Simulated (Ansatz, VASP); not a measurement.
# One calculation of ZrB2, two programs

```xyz
3
Lattice="3.1934 0.0000 0.0000 -1.5967 2.7656 0.0000 0.0000 0.0000 3.4577" Properties=species:S:1:pos:R:3 pbc="T T T"
Zr    0.0000    0.0000    0.0000
B     0.0000    1.8437    1.7288
B     1.5967    0.9219    1.7288
```

Alike in both runs: task single point; functional r2SCAN; k mesh 12 × 12 × 10; occupations gaussian, width 0.05 eV; no spin polarisation.

```csv
,VASP,Ansatz
version,VASP 6.6.1,Ansatz 0.2.0
potentials or method,"VASP PAW PBE potentials, release 64 (Zr_sv, B)","scalar-relativistic, plane waves, PAW"
plane-wave cutoff (eV),520,500
valence electrons in the cell,18,18
```

VASP gave:

* gap on the k mesh at the Fermi level (eV): none
* pressure (GPa): 2.2
* largest component of the traceless stress (GPa): 7.98

Question: Estimate Ansatz's values.

Answer: gap on the k mesh at the Fermi level (eV): none; pressure (GPa): 2.1; largest component of the traceless stress (GPa): 7.97.

A gap of «none» marks a metal or a gap that the smearing closes.

Caveats: the PAW data sets were made with another functional, which shifts forces and pressure a little (VASP).
